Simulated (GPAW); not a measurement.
# Ag (Fm-3m) in GPAW: settings compared

One crystal, Ag, is run at these levels: BP86, SOGGA; tasks: equation of state, band structure.

All numbers are computed with GPAW 26.7.0; they aren't measurements. Logs are shortened: lines on timing, memory, paths and dates and some standing lists are left out, and cuts for length are marked. The log counts tension as positive stress, the text compression.

### 1 Starting point

Symmetry: Fm-3m, No. 225, cubic system. The conventional cell has a = 4.085 Å, b = 4.085 Å, c = 4.085 Å, α = 90.00°, β = 90.00°, γ = 90.00°. Around Ag (site symmetry m-3m) lie 12 Ag at 2.89 Å.

### 2 Equation of state, BP86

run.py reads:

```python
import spglib
from ase import Atoms
from ase.eos import EquationOfState
from ase.io import Trajectory, read
from ase.units import GPa
from gpaw import GPAW, PW, setup_paths

setup_paths.insert(0, '.')

atoms = read('Ag.cif')
cell, positions, numbers = spglib.find_primitive(
    (atoms.cell[:], atoms.get_scaled_positions(), atoms.numbers), symprec=1e-4)
atoms = Atoms(numbers, cell=cell, scaled_positions=positions, pbc=True)

traj = Trajectory('eos.traj', 'w')
volumes, energies = [], []
for x in [0.94, 0.96, 0.98, 1.0, 1.02, 1.04, 1.06]:
    a = atoms.copy()
    a.set_cell(atoms.cell * x**(1 / 3), scale_atoms=True)
    calc = GPAW(mode=PW(600),
                xc='GGA_X_B88+GGA_C_P86',
                kpts={'size': (11, 11, 11), 'gamma': True},
                occupations={'name': 'fermi-dirac', 'width': 0.05},
                nbands=18,
                convergence={'density': 1e-05, 'energy': 1e-05},
                maxiter=150,
                txt=f'eos-{x:.2f}.txt')
    a.calc = calc
    energies.append(a.get_potential_energy(force_consistent=True))
    volumes.append(a.get_volume())
    p = -a.get_stress()[:3].mean() / GPa
    calc.write(f'eos-{x:.2f}.gpw')
    traj.write(a)
    print(f'{x:.2f} {volumes[-1]:10.4f} A^3 {energies[-1]:14.6f} eV {p:9.3f} GPa', flush=True)

v0, e0, B = EquationOfState(volumes, energies, eos='birchmurnaghan').fit()
print(f'V0 = {v0:.4f} A^3, E0 = {e0:.6f} eV, B0 = {B / GPa:.2f} GPa')
```

Ag.cif reads:

```cif
data_Ag
_cell_length_a 4.08550000
_cell_length_b 4.08550000
_cell_length_c 4.08550000
_cell_angle_alpha 90.00000000
_cell_angle_beta 90.00000000
_cell_angle_gamma 90.00000000
_space_group_name_H-M_alt 'Fm-3m'
_space_group_name_Hall '-F 4 2 3'
_space_group_IT_number 225
loop_
_space_group_symop_operation_xyz
'x,y,z'
'-x,-y,-z'
'-y,x,z'
'y,-x,-z'
'-x,-y,z'
'x,y,-z'
'y,-x,z'
'-y,x,-z'
'x,-y,-z'
'-x,y,z'
'-y,-x,-z'
'y,x,z'
'-x,y,-z'
'x,-y,z'
'y,x,-z'
'-y,-x,z'
'z,x,y'
'-z,-x,-y'
'z,-y,x'
'-z,y,-x'
'z,-x,-y'
'-z,x,y'
'z,y,-x'
'-z,-y,x'
'-z,x,-y'
'z,-x,y'
'-z,-y,-x'
'z,y,x'
'-z,-x,y'
'z,x,-y'
'-z,y,x'
'z,-y,-x'
'y,z,x'
'-y,-z,-x'
'x,z,-y'
'-x,-z,y'
'-y,z,-x'
'y,-z,x'
'-x,z,y'
'x,-z,-y'
'-y,-z,x'
'y,z,-x'
'-x,-z,-y'
'x,z,y'
'y,-z,-x'
'-y,z,x'
'x,-z,y'
'-x,z,-y'
'x,y+1/2,z+1/2'
'-x,-y+1/2,-z+1/2'
'-y,x+1/2,z+1/2'
[... 62 lines left out ...]
'-z+1/2,-x,-y+1/2'
'z+1/2,-y,x+1/2'
'-z+1/2,y,-x+1/2'
'z+1/2,-x,-y+1/2'
'-z+1/2,x,y+1/2'
'z+1/2,y,-x+1/2'
'-z+1/2,-y,x+1/2'
'-z+1/2,x,-y+1/2'
'z+1/2,-x,y+1/2'
'-z+1/2,-y,-x+1/2'
'z+1/2,y,x+1/2'
'-z+1/2,-x,y+1/2'
'z+1/2,x,-y+1/2'
'-z+1/2,y,x+1/2'
'z+1/2,-y,-x+1/2'
'y+1/2,z,x+1/2'
'-y+1/2,-z,-x+1/2'
'x+1/2,z,-y+1/2'
'-x+1/2,-z,y+1/2'
'-y+1/2,z,-x+1/2'
'y+1/2,-z,x+1/2'
'-x+1/2,z,y+1/2'
'x+1/2,-z,-y+1/2'
'-y+1/2,-z,x+1/2'
'y+1/2,z,-x+1/2'
'-x+1/2,-z,-y+1/2'
'x+1/2,z,y+1/2'
'y+1/2,-z,-x+1/2'
'-y+1/2,z,x+1/2'
'x+1/2,-z,y+1/2'
'-x+1/2,z,-y+1/2'
'x+1/2,y+1/2,z'
'-x+1/2,-y+1/2,-z'
'-y+1/2,x+1/2,z'
'y+1/2,-x+1/2,-z'
'-x+1/2,-y+1/2,z'
'x+1/2,y+1/2,-z'
'y+1/2,-x+1/2,z'
'-y+1/2,x+1/2,-z'
'x+1/2,-y+1/2,-z'
'-x+1/2,y+1/2,z'
'-y+1/2,-x+1/2,-z'
'y+1/2,x+1/2,z'
'-x+1/2,y+1/2,-z'
'x+1/2,-y+1/2,z'
'y+1/2,x+1/2,-z'
'-y+1/2,-x+1/2,z'
'z+1/2,x+1/2,y'
'-z+1/2,-x+1/2,-y'
'z+1/2,-y+1/2,x'
'-z+1/2,y+1/2,-x'
'z+1/2,-x+1/2,-y'
'-z+1/2,x+1/2,y'
'z+1/2,y+1/2,-x'
'-z+1/2,-y+1/2,x'
'-z+1/2,x+1/2,-y'
'z+1/2,-x+1/2,y'
'-z+1/2,-y+1/2,-x'
'z+1/2,y+1/2,x'
'-z+1/2,-x+1/2,y'
'z+1/2,x+1/2,-y'
'-z+1/2,y+1/2,x'
'z+1/2,-y+1/2,-x'
'y+1/2,z+1/2,x'
'-y+1/2,-z+1/2,-x'
'x+1/2,z+1/2,-y'
'-x+1/2,-z+1/2,y'
'-y+1/2,z+1/2,-x'
'y+1/2,-z+1/2,x'
'-x+1/2,z+1/2,y'
'x+1/2,-z+1/2,-y'
'-y+1/2,-z+1/2,x'
'y+1/2,z+1/2,-x'
'-x+1/2,-z+1/2,-y'
'x+1/2,z+1/2,y'
'y+1/2,-z+1/2,-x'
'-y+1/2,z+1/2,x'
'x+1/2,-z+1/2,y'
'-x+1/2,z+1/2,-y'
loop_
_atom_site_label
_atom_site_type_symbol
_atom_site_symmetry_multiplicity
_atom_site_Wyckoff_symbol
_atom_site_fract_x
_atom_site_fract_y
_atom_site_fract_z
_atom_site_occupancy
Ag1 Ag 4 a 0.0000000000 0.0000000000 0.0000000000 1
```

Potentials or basis: PAW data sets generated in the run's folder for this functional, pw.

Command:

```bash
$ gpaw-setup -f GGA_X_B88+GGA_C_P86 Ag
$ OMP_NUM_THREADS=1 python run.py
```

The log of the run:

```text
__  _  _
 | _ |_)|_||  |
 |__||  | ||/\| - 26.7.0

Input parameters:
  mode=PW(ecut=600.0),
  convergence={'density': 1e-05, 'energy': 1e-05},
  kpts=MonkhorstPack(size=(11, 11, 11), gamma=True),
  maxiter=150,
  nbands=18,
  occupations=Occupations(name='fermi-dirac', width=0.05),
  xc=XC(name='GGA_X_B88+GGA_C_P86')

Diagonalizing LCAO Hamiltonian
Converting LCAO to pw mode

       Ag

Atoms  # Å, Bohr magnetons
|   | symbol |        x |        y |        z |    initial magnetic moments |
|---|--------|----------|----------|----------|-----------------------------|
| 0 |     Ag | 0.000000 | 0.000000 | 0.000000 | ( 0.0000,  0.0000,  0.0000) |

Unit cell  # Å
| periodic |        x |        y |        z |  lengths |    angles |
|----------|----------|----------|----------|----------|-----------|
|      yes | 0.000000 | 2.001050 | 2.001050 | 2.829911 | 60.000000 |
|      yes | 2.001050 | 0.000000 | 2.001050 | 2.829911 | 60.000000 |
|      yes | 2.001050 | 2.001050 | 0.000000 | 2.829911 | 60.000000 |

Number of symmetries: 48
Symmetry operations  # r_c * U_cc + t_c -> r_c
|    | kind |            matrix            |
|----|------|------------------------------|
|  0 |  σ   |  1, 0, 0,  1, 0,-1,  1,-1, 0 |
|  1 |  C2  |  1, 0, 0,  1,-1, 0,  1, 0,-1 |
|  2 |  E   |  1, 0, 0,  0, 1, 0,  0, 0, 1 |
|  3 |  σ   |  1, 0, 0,  0, 0, 1,  0, 1, 0 |
|  4 |  C4  |  1, 0,-1,  1, 0, 0,  1,-1, 0 |
|  5 |  S6  |  1, 0,-1,  1,-1, 0,  1, 0, 0 |
|  6 |  σ   |  1, 0,-1,  0, 1,-1,  0, 0,-1 |
|  7 |  C3  |  1, 0,-1,  0, 0,-1,  0, 1,-1 |
|  8 |  S6  |  1,-1, 0,  1, 0, 0,  1, 0,-1 |
|  9 |  C4  |  1,-1, 0,  1, 0,-1,  1, 0, 0 |
| 10 |  C3  |  1,-1, 0,  0,-1, 1,  0,-1, 0 |
| 11 |  σ   |  1,-1, 0,  0,-1, 0,  0,-1, 1 |
| 12 |  σ   |  0, 1, 0,  1, 0, 0,  0, 0, 1 |
| 13 |  C4  |  0, 1, 0,  0, 1,-1, -1, 1, 0 |
| 14 |  C3  |  0, 1, 0,  0, 0, 1,  1, 0, 0 |
| 15 |  S6  |  0, 1, 0, -1, 1, 0,  0, 1,-1 |
| 16 |  C2  |  0, 1,-1,  1, 0,-1,  0, 0,-1 |
| 17 |  σ   |  0, 1,-1,  0, 1, 0, -1, 1, 0 |
| 18 |  S4  |  0, 1,-1,  0, 0,-1,  1, 0,-1 |
| 19 |  C4  |  0, 1,-1, -1, 1, 0,  0, 1, 0 |
| 20 |  C3  |  0, 0, 1,  1, 0, 0,  0, 1, 0 |
| 21 |  σ   |  0, 0, 1,  0, 1, 0,  1, 0, 0 |
| 22 |  S6  |  0, 0, 1,  0,-1, 1, -1, 0, 1 |
| 23 |  C4  |  0, 0, 1, -1, 0, 1,  0,-1, 1 |
| 24 |  S4  |  0, 0,-1,  1, 0,-1,  0, 1,-1 |
| 25 |  C3  |  0, 0,-1,  0, 1,-1,  1, 0,-1 |
| 26 |  C2  |  0, 0,-1,  0,-1, 0, -1, 0, 0 |
| 27 |  S6  |  0, 0,-1, -1, 0, 0,  0,-1, 0 |
| 28 |  S4  |  0,-1, 1,  1,-1, 0,  0,-1, 0 |
| 29 |  C4  |  0,-1, 1,  0, 0, 1, -1, 0, 1 |
| 30 |  C2  |  0,-1, 1,  0,-1, 0,  1,-1, 0 |
| 31 |  σ   |  0,-1, 1, -1, 0, 1,  0, 0, 1 |
| 32 |  C3  |  0,-1, 0,  1,-1, 0,  0,-1, 1 |
| 33 |  S6  |  0,-1, 0,  0, 0,-1, -1, 0, 0 |
| 34 |  S4  |  0,-1, 0,  0,-1, 1,  1,-1, 0 |
| 35 |  C2  |  0,-1, 0, -1, 0, 0,  0, 0,-1 |
| 36 |  C2  | -1, 1, 0,  0, 1, 0,  0, 1,-1 |
| 37 |  S6  | -1, 1, 0,  0, 1,-1,  0, 1, 0 |
| 38 |  S4  | -1, 1, 0, -1, 0, 1, -1, 0, 0 |
| 39 |  C3  | -1, 1, 0, -1, 0, 0, -1, 0, 1 |
| 40 |  S6  | -1, 0, 1,  0, 0, 1,  0,-1, 1 |
| 41 |  C2  | -1, 0, 1,  0,-1, 1,  0, 0, 1 |
| 42 |  C3  | -1, 0, 1, -1, 1, 0, -1, 0, 0 |
| 43 |  S4  | -1, 0, 1, -1, 0, 0, -1, 1, 0 |
| 44 |  C2  | -1, 0, 0,  0, 0,-1,  0,-1, 0 |
| 45 |  i   | -1, 0, 0,  0,-1, 0,  0, 0,-1 |
| 46 |  σ   | -1, 0, 0, -1, 1, 0, -1, 0, 1 |
| 47 |  C2  | -1, 0, 0, -1, 0, 1, -1, 1, 0 |

BZ-sampling:
  Number of BZ points: 1331
  Number of IBZ points: 56

  Monkhorst-Pack size: [11, 11, 11]
  Monkhorst-Pack shift: [0, 0, 0]

K-points  # in reciprocal-cell coordinates
|     |                                coordinates |     weight |
|-----|--------------------------------------------|------------|
|   0 | (  0.00000000,   0.00000000,   0.00000000) | 0.00075131 |
|   1 | (  0.09090909,   0.09090909,   0.00000000) | 0.00450789 |
|   2 | (  0.09090909,   0.09090909,   0.09090909) | 0.00601052 |
|   3 | (  0.18181818,   0.09090909,   0.09090909) | 0.00901578 |
|   4 | (  0.18181818,   0.18181818,   0.00000000) | 0.00450789 |
|   5 | (  0.18181818,   0.18181818,   0.09090909) | 0.01803156 |
|   6 | (  0.18181818,   0.18181818,   0.18181818) | 0.00601052 |
|   7 | (  0.27272727,   0.18181818,   0.09090909) | 0.01803156 |
|   8 | (  0.27272727,   0.18181818,   0.18181818) | 0.01803156 |
|   9 | (  0.27272727,   0.27272727,   0.00000000) | 0.00450789 |
| ... |                                            |            |
|  55 | (  0.45454545,   0.45454545,   0.45454545) | 0.00601052 |

Plane wave coefficients: 543
Cutoff: 600.0 eV

Spin-components: 1 (collinear spins)
Bands:           18
Projectors:      6
Spin-degeneracy: 2
Datatype:        complex128

Parallelization:
  kpt:    1
  domain: 1
  band:   1

Density:
  Valence electrons: 17.0
  Components: 1
  Grid points: [16 16 16]
  Charge: 0.0  # |e|

Potential:
  Grid points: [16 16 16]

species:
  Ag:
    name:    Silver
    Z:       47.0
    valence: 17
    core:    30
    charge:  0.0  # [|e|]
    compensation charges:
      type: gauss
      rc: 0.40  # [Å]
      lmax: 2
    cutoffs:
      filter: 2.35  # [Å]
      core: 2.19  # [Å]
    projectors
    | kind |    occ | energy [eV] | rcut [Å] |
    |------|--------|-------------|----------|
    |   5s |  1.000 |      -4.587 |    1.286 |
    |   4p |  6.000 |     -58.718 |    1.328 |
    |   5p |  0.000 |      -0.789 |    1.328 |
    |   4d | 10.000 |      -7.581 |    1.180 |
    |    s |        |      22.624 |    1.286 |
    |    d |        |      19.630 |    1.180 |

    Using partial waves for Ag as LCAO basis

Reference energy: -144625.730089  # eV

eigensolver:
  PPCG
  Converge bands: occupied
  niter=2

density mixing:
  MSR1-Mixer
  Pratt-step length: 0.05
  Maximum mixing coefficient: 0.75
  Old densities: 10
  SVD Regularization: 0.005
  Good broyden scale: 1.0
  Trust region scale: 1.0
  Backstep threshold: 4.0
  History deletion threshold: 6.0
  Fourier metric: weight=20.0, sigma=0.015

occupation numbers:
  Fermi-Dirac:
    width: 0.0500  # eV

poisson solver:
  ecut: 4800.0  # eV

xc functional:
  name: GGA_X_B88+GGA_C_P86 with 2 nearest neighbor stencil

convergence criteria:
- Maximum integral of absolute [dens]ity change: 1e-05 electrons / valence electron
- Maximum [total energy] change in last 3 cyles: 1e-05 eV / valence electron
- Maximum integral of absolute [eigenst]ate change: 4e-08 eV^2 / valence electron
maximum number of iterations: 150

SCF iterations
|iter     | |      energy | eigst |  dens |
|---------|-|-------------|-------|-------|
|iter:   1| |   -2.960171 | -0.58 |       |
|iter:   2| |   -2.900175 | -3.51 | -1.33 |
|iter:   3| |   -2.713698 | -3.23 | -1.38 |
|iter:   4| |   -2.710306 | -4.20 | -2.18 |
|iter:   5| |   -2.709382 | -4.30 | -2.45 |
|iter:   6| |   -2.709386 | -6.82 | -3.90 |
|iter:   7| |   -2.709387c| -7.18 | -4.13 |
|iter:   8| |   -2.709387c| -8.60c| -5.25c|

Converged in 8 steps
Energy contributions relative to reference atoms: (reference = -144625.730089)

Energy contributions:
  Kinetic:           2.952078
  Coulomb:          -3.366435
  Zero:              0.126380
  External:          0.000000
  Xc:               -2.420378
  Entropy:          -0.002062
  Spinorbit:         0.000000
  ----------------------------
  Free energy:      -2.710418
  Extrapolated:     -2.709387

dipole moment: (-12.538839, -12.538839, -12.538839)  # |e|*Ang

Fermi level: 9.295
Eigenvalues  # (at kpt = [0.000, 0.000, 0.000])
| band index |      eig [eV] | occ [0-2] |
|------------|---------------|-----------|
|          0 |       -46.485 |     2.000 |
|          1 |       -46.485 |     2.000 |
|          2 |       -46.485 |     2.000 |
|          3 |         0.824 |     2.000 |
|          4 |         4.019 |     2.000 |
|          5 |         4.019 |     2.000 |
[... 10 lines left out ...]
|         16 |        35.416 |     0.000 |
|         17 |        41.060 |     0.000 |

No gap
No difference between direct/indirect transitions

Stress tensor  # eV/Ang^3
|         x |         y |         z |
|-----------|-----------|-----------|
| -0.083612 |  0.000000 |  0.000000 |
|  0.000000 | -0.083612 | -0.000000 |
|  0.000000 | -0.000000 | -0.083612 |

# Writing to eos-0.94.gpw (mode='')
```

Run time: 95 s. Hardware: 1 thread of Arm Neoverse V1, shared host; peak memory 0.22 GiB.

What came out:

| Item | Value |
| --- | --- |
| Equilibrium volume | 17.86 Å³/atom |
| Bulk modulus | 88 GPa |
| Pressure derivative of the bulk modulus | 6.6 (rough: it moves with the points fitted) |

Energy against volume, from the lowest point:
| volume (Å³/atom) | energy (meV/atom) |
| --- | --- |
| 16.025 | 67.45 |
| 16.366 | 42.26 |
| 16.707 | 23.80 |
| 17.048 | 11.08 |
| 17.389 | 3.36 |
| 17.730 | 0.00 |
| 18.071 | 0.45 |

[end of part 1 of 2]
